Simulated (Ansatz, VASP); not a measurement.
# CdTe: VASP beside Ansatz, part 2 of 2

Aim: how closely do two programs agree when they are given the same cell, functional and k mesh? The cell is taken from a series of VASP runs on this material, whose earlier steps may have relaxed, scaled or displaced it; both programs get it as it stands. Valence electrons are named where the data sets of a main pair hold unlike numbers.

VASP 6.6.1 and Ansatz 0.2.0.

So far: Starting point; Ansatz: relaxation of cell and atoms, r2SCAN with rVV10.

### Step 3. VASP: relaxation of cell and atoms, r2SCAN with rVV10

Level of this step: r2SCAN with rVV10; plane waves and PAW (Te, Cd) (VASP).

The same cell, functional, mesh and smearing now go to VASP, with its own data sets.

Lines of VASP's logs that name or quote its potential files are left out, and so is its time.

INCAR

```
SYSTEM = CdTe
PREC = Accurate
ENCUT = 450
EDIFF = 1E-06
NELM = 100
ISMEAR = 0
SIGMA = 0.03
LREAL = .FALSE.
ALGO = Normal
METAGGA = R2SCAN
LUSE_VDW = .TRUE.
IVDW_NL = 2
BPARAM = 11.95
CPARAM = 0.0093
LASPH = .TRUE.
NBANDS = 15
LORBIT = 11
LWAVE = .FALSE.
LCHARG = .FALSE.
KPAR = 4
IBRION = 2
NSW = 50
ISIF = 3
EDIFFG = -0.004
```

POSCAR

```
CdTe
1.0
    0.0000000000      3.2720812943      3.2720812943
    3.2720812943      0.0000000000      3.2720812943
    3.2720812943      3.2720812943      0.0000000000
Te Cd
1 1
Direct
    0.7500000000      0.7500000000      0.7500000000
    0.0000000000      0.0000000000      0.0000000000
```

KPOINTS

```
Automatic mesh
0
Gamma
6 6 6
0 0 0
```

The projector-augmented-wave data sets are Te and Cd (PBE family, release 64).

The run is started by

```console
> mpirun -np 4 vasp_std
```

Numbers of over 12 decimals in the logs are rounded to 6 here.

Log:

```text
[banner, memory and clock lines left out]
running    4 mpi-ranks, on    1 nodes
 distrk:  each k-point on    1 cores,    4 groups
 distr:  one band on    1 cores,    1 groups

 POSCAR found type information on POSCAR TeCd
 POSCAR found :  2 types and       2 ions
|                                                                             |
|               ----> ADVICE to this user running VASP <----                  |
|                                                                             |
|     You have switched on vdW-DFT.                                           |
|     This routine was written and supplied by Jiri Klimes. We recommend      |
|     that you carefully read and cite the following publications:            |
|       J. Klimes, D.R. Bowler, A. Michelides                                 |
|          J. Phys.: Cond Matt. 22 022201 (2010)                              |
|       J. Klimes, D.R. Bowler, A. Michelides                                 |
|          Phys. Rev. B. 83, 195131 (2011)                                    |
|     and references therein.                                                 |
|                                                                             |

|                                                                             |
|               ----> ADVICE to this user running VASP <----                  |
|                                                                             |
|     You enforced a specific xc type in the INCAR file but a different       |
|     [... a line on the potential file left out ...]
|     I HOPE YOU KNOW WHAT YOU ARE DOING!                                     |
|                                                                             |

 LDA part: xc-table for (None), standard interpolation
 POSCAR, INCAR and KPOINTS ok, starting setup
 FFT: planning ... GRIDC
 FFT: planning ... GRID_SOFT
 FFT: planning ... GRID
 WAVECAR not read
 entering main loop
       N       E                     dE             d eps       ncg     rms          rms(c)
Total rVV10 correction in eV:      0.6292501    24.0396412
Total rVV10 correction in eV:      0.6292501    24.0396412
Total rVV10 correction in eV:      0.6292501    24.0396412
Total rVV10 correction in eV:      0.6292501    24.0396412
DAV:   1     0.408747205569E+02    0.40875E+02   -0.76962E+03   504   0.933E+02
DAV:   2    -0.475104966263E+02   -0.88385E+02   -0.84896E+02   585   0.234E+02
DAV:   3    -0.505623355385E+02   -0.30518E+01   -0.30468E+01   564   0.449E+01
DAV:   4    -0.505865271900E+02   -0.24192E-01   -0.24191E-01   740   0.353E+00
DAV:   5    -0.505866639623E+02   -0.13677E-03   -0.13677E-03   606   0.187E-01    0.521E+00
Total rVV10 correction in eV:      0.6294958    24.0396414
Total rVV10 correction in eV:      0.6294958    24.0396414
Total rVV10 correction in eV:      0.6294958    24.0396414
Total rVV10 correction in eV:      0.6294958    24.0396414
DAV:   6    -0.460152076076E+02    0.45715E+01   -0.30228E+00   494   0.225E+01    0.664E+00
Total rVV10 correction in eV:      0.6318619    24.0396414
Total rVV10 correction in eV:      0.6318619    24.0396414
Total rVV10 correction in eV:      0.6318619    24.0396414
Total rVV10 correction in eV:      0.6318619    24.0396414
DAV:   7    -0.459861544455E+02    0.29053E-01   -0.11597E-01   543   0.379E+00    0.439E+00
Total rVV10 correction in eV:      0.6369178    24.0396414
Total rVV10 correction in eV:      0.6369178    24.0396414
Total rVV10 correction in eV:      0.6369178    24.0396414
Total rVV10 correction in eV:      0.6369178    24.0396414
DAV:   8    -0.459968703715E+02   -0.10716E-01   -0.79113E-02   557   0.309E+00    0.901E-01
Total rVV10 correction in eV:      0.6387746    24.0396414
Total rVV10 correction in eV:      0.6387746    24.0396414
Total rVV10 correction in eV:      0.6387746    24.0396414
Total rVV10 correction in eV:      0.6387746    24.0396414
Total rVV10 correction in eV:      0.6385181    24.0396414
Total rVV10 correction in eV:      0.6385181    24.0396414
Total rVV10 correction in eV:      0.6385181    24.0396414
Total rVV10 correction in eV:      0.6385181    24.0396414
DAV:  10    -0.459998024584E+02    0.28721E-03   -0.19837E-03   557   0.498E-01    0.647E-02
Total rVV10 correction in eV:      0.6385456    24.0396414
Total rVV10 correction in eV:      0.6385456    24.0396414
Total rVV10 correction in eV:      0.6385456    24.0396414
Total rVV10 correction in eV:      0.6385456    24.0396414
DAV:  11    -0.459997965980E+02    0.58604E-05   -0.10239E-04   599   0.137E-01    0.447E-02
Total rVV10 correction in eV:      0.6386470    24.0396414
Total rVV10 correction in eV:      0.6386470    24.0396414
Total rVV10 correction in eV:      0.6386470    24.0396414
Total rVV10 correction in eV:      0.6386470    24.0396414
DAV:  12    -0.459998078142E+02   -0.11216E-04   -0.54962E-05   536   0.933E-02    0.193E-02
Total rVV10 correction in eV:      0.6386701    24.0396414
Total rVV10 correction in eV:      0.6386701    24.0396414
Total rVV10 correction in eV:      0.6386701    24.0396414
Total rVV10 correction in eV:      0.6386701    24.0396414
DAV:  13    -0.459998040513E+02    0.37629E-05   -0.11158E-05   613   0.440E-02    0.745E-03
Total rVV10 correction in eV:      0.6386691    24.0396414
Total rVV10 correction in eV:      0.6386691    24.0396414
[...]
Total rVV10 correction in eV:      0.6386497    24.0396414
Total rVV10 correction in eV:      0.6386592    24.0396414
Total rVV10 correction in eV:      0.6386592    24.0396414
Total rVV10 correction in eV:      0.6386592    24.0396414
Total rVV10 correction in eV:      0.6386592    24.0396414
   1 F= -.45999804E+02 E0= -.45999804E+02  d E =-.459998E+02
 curvature:   0.00 expect dE= 0.000E+00 dE for cont linesearch  0.000E+00
 trial: gam= 0.00000 g(F)=  0.341E-45 g(S)=  0.202E-02 ort = 0.000E+00 (trialstep = 0.100E+01)
 search vector abs. value=  0.202E-02
 bond charge predicted
       N       E                     dE             d eps       ncg     rms          rms(c)
Total rVV10 correction in eV:      0.6388801    24.0396414
Total rVV10 correction in eV:      0.6388801    24.0396414
Total rVV10 correction in eV:      0.6388801    24.0396414
Total rVV10 correction in eV:      0.6388801    24.0396414
DAV:   1    -0.460233789429E+02   -0.23575E-01   -0.47642E-01   536   0.820E+00    0.118E+00
Total rVV10 correction in eV:      0.6369705    24.0396418
Total rVV10 correction in eV:      0.6369705    24.0396418
Total rVV10 correction in eV:      0.6369705    24.0396418
Total rVV10 correction in eV:      0.6369705    24.0396418
DAV:   2    -0.460023598286E+02    0.21019E-01   -0.53247E-02   494   0.337E+00    0.385E-01
Total rVV10 correction in eV:      0.6360752    24.0396418
Total rVV10 correction in eV:      0.6360752    24.0396418
Total rVV10 correction in eV:      0.6360752    24.0396418
Total rVV10 correction in eV:      0.6360752    24.0396418
DAV:   3    -0.460006858707E+02    0.16740E-02   -0.42881E-03   501   0.734E-01    0.326E-01
Total rVV10 correction in eV:      0.6354234    24.0396418
Total rVV10 correction in eV:      0.6354234    24.0396418
Total rVV10 correction in eV:      0.6354234    24.0396418
Total rVV10 correction in eV:      0.6354234    24.0396418
DAV:   4    -0.460003599254E+02    0.32595E-03   -0.71614E-04   522   0.183E-01    0.511E-02
Total rVV10 correction in eV:      0.6354052    24.0396418
Total rVV10 correction in eV:      0.6354052    24.0396418
Total rVV10 correction in eV:      0.6354052    24.0396418
Total rVV10 correction in eV:      0.6354052    24.0396418
DAV:   5    -0.460003541594E+02    0.57660E-05   -0.46348E-05   550   0.741E-02    0.457E-02
Total rVV10 correction in eV:      0.6353528    24.0396418
Total rVV10 correction in eV:      0.6353528    24.0396418
Total rVV10 correction in eV:      0.6353528    24.0396418
Total rVV10 correction in eV:      0.6353528    24.0396418
DAV:   6    -0.460003618086E+02   -0.76492E-05   -0.21899E-05   522   0.373E-02    0.911E-03
Total rVV10 correction in eV:      0.6353260    24.0396418
Total rVV10 correction in eV:      0.6353260    24.0396418
Total rVV10 correction in eV:      0.6353260    24.0396418
Total rVV10 correction in eV:      0.6353260    24.0396418
DAV:   7    -0.460003611107E+02    0.69785E-06   -0.24934E-06   557   0.179E-02
Total rVV10 correction in eV:      0.6352878    24.0396418
Total rVV10 correction in eV:      0.6352878    24.0396418
Total rVV10 correction in eV:      0.6352878    24.0396418
Total rVV10 correction in eV:      0.6352878    24.0396418
Total rVV10 correction in eV:      0.6353005    24.0396418
Total rVV10 correction in eV:      0.6353005    24.0396418
Total rVV10 correction in eV:      0.6353005    24.0396418
Total rVV10 correction in eV:      0.6353005    24.0396418
   2 F= -.46000361E+02 E0= -.46000361E+02  d E =-.556845E-03
 trial-energy change:   -0.000557  1 .order   -0.000590   -0.002017    0.000837
 step:   0.6919(harm=  0.7067)  dis= 0.00000  next Energy=   -46.000491 (dE=-0.687E-03)
 bond charge predicted
       N       E                     dE             d eps       ncg     rms          rms(c)
Total rVV10 correction in eV:      0.6352334    24.0396418
Total rVV10 correction in eV:      0.6352334    24.0396418
Total rVV10 correction in eV:      0.6352334    24.0396418
Total rVV10 correction in eV:      0.6352334    24.0396418
DAV:   1    -0.460026653085E+02   -0.23035E-02   -0.45555E-02   536   0.255E+00    0.377E-01
Total rVV10 correction in eV:      0.6358115    24.0396417
Total rVV10 correction in eV:      0.6358115    24.0396417
Total rVV10 correction in eV:      0.6358115    24.0396417
Total rVV10 correction in eV:      0.6358115    24.0396417
DAV:   2    -0.460006981643E+02    0.19671E-02   -0.49173E-03   494   0.103E+00    0.122E-01
Total rVV10 correction in eV:      0.6360845    24.0396417
Total rVV10 correction in eV:      0.6360845    24.0396417
Total rVV10 correction in eV:      0.6360845    24.0396417
Total rVV10 correction in eV:      0.6360845    24.0396417
DAV:   3    -0.460005314769E+02    0.16669E-03   -0.41290E-04   501   0.231E-01    0.106E-01
Total rVV10 correction in eV:      0.6362911    24.0396417
Total rVV10 correction in eV:      0.6362911    24.0396417
Total rVV10 correction in eV:      0.6362911    24.0396417
Total rVV10 correction in eV:      0.6362911    24.0396417
DAV:   4    -0.460004859139E+02    0.45563E-04   -0.68347E-05   522   0.554E-02    0.155E-02
Total rVV10 correction in eV:      0.6363010    24.0396417
Total rVV10 correction in eV:      0.6363010    24.0396417
Total rVV10 correction in eV:      0.6363010    24.0396417
Total rVV10 correction in eV:      0.6363010    24.0396417
DAV:   5    -0.460004845315E+02    0.13824E-05   -0.38528E-06   564   0.203E-02    0.139E-02
Total rVV10 correction in eV:      0.6363176    24.0396417
Total rVV10 correction in eV:      0.6363176    24.0396417
Total rVV10 correction in eV:      0.6363176    24.0396417
Total rVV10 correction in eV:      0.6363176    24.0396417
DAV:   6    -0.460004836282E+02    0.90326E-06   -0.24143E-06   487   0.130E-02
Total rVV10 correction in eV:      0.6363412    24.0396417
Total rVV10 correction in eV:      0.6363412    24.0396417
Total rVV10 correction in eV:      0.6363412    24.0396417
Total rVV10 correction in eV:      0.6363412    24.0396417
Total rVV10 correction in eV:      0.6363256    24.0396417
Total rVV10 correction in eV:      0.6363256    24.0396417
Total rVV10 correction in eV:      0.6363256    24.0396417
Total rVV10 correction in eV:      0.6363256    24.0396417
   3 F= -.46000484E+02 E0= -.46000484E+02  d E =-.679362E-03
 curvature:  -0.35 expect dE=-0.209E-06 dE for cont linesearch -0.209E-06
 trial: gam=-0.01687 g(F)=  0.292E-45 g(S)=  0.594E-06 ort = 0.346E-04 (trialstep = 0.938E+00)
 search vector abs. value=  0.275E-09
 reached required accuracy - stopping structural energy minimisation
```

Parts of OUTCAR (step 3):

```text
ion  position               nearest neighbor table
   1  0.750  0.750  0.750-   2 2.83   2 2.83   2 2.83   2 2.83
   2  0.000  0.000  0.000-   1 2.83   1 2.83   1 2.83   1 2.83

  LATTYP: Found a face centered cubic cell.
 ALAT       =     6.5441625886

 Subroutine GETGRP returns: Found 24 space group operations
 (whereof 24 operations were pure point group operations)

The static configuration has the point symmetry T_d .

 Found     16 irreducible k-points:

   k-points           NKPTS =     16   k-points in BZ     NKDIM =     16   number of bands    NBANDS=     15

   dimension x,y,z NGX =    32 NGY =   32 NGZ =   32
   dimension x,y,z NGXF=    64 NGYF=   64 NGZF=   64

   ENCUT  =  450.0 eV  33.07 Ry    5.75 a.u.   8.00  8.00  8.00*2*pi/ulx,y,z

   NELECT =      18.0000    total number of electrons

 k-points in reciprocal lattice and weights: Automatic mesh
   0.00000000  0.00000000  0.00000000       0.005
   0.16666667  0.00000000  0.00000000       0.037
   0.33333333  0.00000000  0.00000000       0.037
   0.50000000  0.00000000  0.00000000       0.019
   0.16666667  0.16666667  0.00000000       0.028
   0.33333333  0.16666667  0.00000000       0.111
   0.50000000  0.16666667  0.00000000       0.111
  -0.33333333  0.16666667  0.00000000       0.111
  -0.16666667  0.16666667  0.00000000       0.056
[...]
-0.33333333  0.33333333  0.16666667       0.111
  -0.33333333  0.50000000  0.16666667       0.056

 average (electrostatic) potential at core
       1 -96.4883       2 -44.7573

 E-fermi :   2.0572

 k-point     1 :       0.0000    0.0000    0.0000
  band No.  band energies     occupation
    ...
      5      -6.3099      2.00000
      6      -6.3099      2.00000
      7       1.9027      2.00000
      8       1.9027      2.00000
      9       1.9027      2.00000
     10       3.0646      0.00000
     11       6.9210      0.00000
     12       6.9211      0.00000
     13       6.9211      0.00000
     14       9.6847      0.00000
    ...

 k-point     2 :       0.1667    0.0000    0.0000
  band No.  band energies     occupation
    ...
      5      -6.3110      2.00000
      6      -6.3110      2.00000
      7       0.2342      2.00000
      8       1.6805      2.00000
      9       1.6805      2.00000
     10       4.1070      0.00000
     11       6.9692      0.00000
     12       7.2583      0.00000
     13       7.2583      0.00000
     14      10.7047      0.00000
    ...

 k-point     3 :       0.3333    0.0000    0.0000
  band No.  band energies     occupation
    ...
      5      -6.3071      2.00000
      6      -6.2044      2.00000
      7      -1.6428      2.00000
      8       1.3041      2.00000
      9       1.3041      2.00000
     10       4.1908      0.00000
     11       7.5151      0.00000
     12       7.5151      0.00000
     13       8.4578      0.00000
     14      10.2971      0.00000
    ...

  Total       -0.0028651     -0.0028651     -0.0028651      0.0000000      0.0000000      0.0000000
  in kB       -0.0660678     -0.0660678     -0.0660678      0.0000000      0.0000000      0.0000000
  external PRESSURE =      -0.0660678 kB  Pullay stress =       0.0000000 kB

  energy-cutoff  :      450.00
  volume of cell :       69.48
      direct lattice vectors                 reciprocal lattice vectors
     0.000000000  3.262964542  3.262964542    -0.153234886  0.153234886  0.153234886
     3.262964542 -0.000000000  3.262964542     0.153234886 -0.153234886  0.153234886
     3.262964542  3.262964542  0.000000000     0.153234886  0.153234886 -0.153234886

 POSITION                                       TOTAL-FORCE (eV/Angst)
 -----------------------------------------------------------------------------------
      4.89445      4.89445      4.89445         0.000000     -0.000000     -0.000000
      0.00000     -0.00000      0.00000        -0.000000      0.000000      0.000000
 -----------------------------------------------------------------------------------
    total drift:                                0.000002      0.000002      0.000002

  FREE ENERGIE OF THE ION-ELECTRON SYSTEM (eV)
  ---------------------------------------------------
  free  energy   TOTEN  =       -46.0004836282 eV

  energy  without entropy=      -46.0004836282  energy(sigma->0) =      -46.00048363

 reached required accuracy - stopping structural energy minimisation

 total charge
# of ion       s       p       d       tot
------------------------------------------
    1        1.350   2.094   0.020   3.464
    2        0.445   0.302   9.546  10.293
--------------------------------------------------
tot          1.796   2.395   9.566  13.757

[... 3 further parts left out ...]
```

CONTCAR:

```
CdTe
   1.00000000000000
     0.0000000000000000    3.2629645416695205    3.2629645416695205
     3.2629645416695205   -0.0000000000000000    3.2629645416695205
     3.2629645416695205    3.2629645416695205    0.0000000000000000
  Te              Cd
     1     1
Direct
     0.7500000000000000    0.7500000000000000    0.7500000000000000
     0.0000000000000000    0.0000000000000000    0.0000000000000000
```

The gap is read on the k-mesh alone, so it is an upper bound where the band edges lie off the mesh. The run keeps the 24 symmetry operations of its start, so it cannot find a distortion of lower symmetry.

### Step 4. Differences

Known differences besides the potentials themselves: VASP keeps PBE cores, Ansatz makes them for the functional; both relaxations stop at a tolerance, which leaves soft axes loose, and VASP keeps its plane-wave basis; the data sets hold 36 valence electrons in Ansatz (on its default PAW (the set named soft_2) files) and 18 in VASP; the cutoff is 500 eV in Ansatz and 450 eV in VASP; Ansatz adds a Pulay correction to the stress that steers its cell, VASP none. Total energies have different zeros and are not compared.

Compared:

| quantity | Ansatz | VASP | difference |
| --- | --- | --- | --- |
| volume (Å³) | 69.24 | 69.48 | -0.34 % |
| edge a after relaxation, in the typed setting (Å) | 4.609 | 4.614 | -0.11 % |

The walks stopped with -0.01 GPa left in Ansatz and -0.01 GPa in VASP; each walk ends within a tolerance, so the volume difference is uncertain by about these residues over the bulk modulus, most in soft cells.

### Step 5. What came out

```json
{
  "difference in volume (relaxation of cell and atoms, r2SCAN with rVV10)": "-0.34 %"
}
```

What this shows: The difference in volume is -0.34 % (relaxation of cell and atoms, r2SCAN with rVV10), within the 1.2 % picked in this series as the mark of a large difference, as far as the stopping tolerances let one tell. The data sets hold unlike numbers of valence electrons (36 in Ansatz and 18 in VASP), so part of the differences comes from the potentials. How closely two codes agree says nothing of how well the functional describes the real material.

[Lines on the potential files, build, host, timing and source positions are cut from VASP's logs without a mark.]

[Logs are printed without paths, hosts, clocks, repeated set-up lines and the standing remarks that a program may print on its own settings, such as how far it seeks lower states.]

[Hosts, paths, dates, database ids (printed as entryN), source tags and the programs' standing remarks are cut or masked in the printed files.]
